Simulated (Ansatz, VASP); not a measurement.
## SnO: VASP beside Ansatz

File INCAR:

```
ALGO = Normal
EDIFF = 1E-7
ENCUT = 520
GGA = PS
ISIF = 2
ISMEAR = 0
LASPH = True
LCHARG = False
LREAL = False
LWAVE = False
NBANDS = 28
NELM = 80
PREC = Accurate
SIGMA = 0.01
```

KPOINTS

```
k-points
0
Gamma
  7 4 6
```

Contents of POSCAR:

```
SnO
1.0
    3.3550000000      0.0000000000      0.0000000000
    0.0000000000      5.6741000000      0.0000000000
    0.0000000000      0.0000000000      4.2219700000
Sn O
2 2
Direct
    0.0000000000      0.2319100000      0.5131400000
    0.5000000000      0.7680900000      0.0131400000
    0.0000000000      0.8912500000      0.7368600000
    0.5000000000      0.1087500000      0.2368600000
```

Input for Ansatz:

```yaml
crystal:
  lattice:
    - [3.355, 0.0, 0.0]
    - [0.0, 5.6741, 0.0]
    - [0.0, 0.0, 4.22197]
  atoms:
    - { symbol: Sn, position: [0.0, 0.23191, 0.51314] }
    - { symbol: Sn, position: [0.5, 0.76809, 0.01314] }
    - { symbol: O, position: [0.0, 0.89125, 0.73686] }
    - { symbol: O, position: [0.5, 0.10875, 0.23686000000000001] }
accuracy: medium
basis:
  ecutwfc: 639.467576780718
kpoints:
  mp_grid:
    grid: [7, 4, 6]
hamiltonian:
  xc: pbesol
scf:
  max_iter: 150
  n_extra_bands: 6
  convergence:
    dr2_threshold: 1.0e-08
  occupations:
    method: fixed
output:
  eigenvalues: true
```

The cell comes from a database or a generator and needn't be the stable form of this composition.

Alike in both runs: task single point; functional PBEsol; k mesh 7 × 4 × 6; no spin polarisation.

|  | VASP | Ansatz |
| --- | --- | --- |
| version | VASP 6.6.1 | Ansatz 0.2.0 |
| potentials or method | VASP PAW PBE potentials, release 64 (Sn_d, O) | plane waves, PAW |
| plane-wave cutoff (eV) | 520 | 639 |
| occupations | gaussian, width 0.01 eV | fixed |
| valence electrons in the cell | 40 | 40 |

Ansatz gave:

```
gap on the k mesh at the Fermi level (eV) : 1.35
```

**Question.** Which values does VASP return?

**Answer.** gap on the k mesh at the Fermi level (eV): 1.34.

Caveats: spin-orbit coupling is left out, which moves the levels of the heavy elements; an odd mesh through Γ misses points on the zone boundary, where band edges often lie. As with any semilocal functional, this PBEsol gap is likely too small.
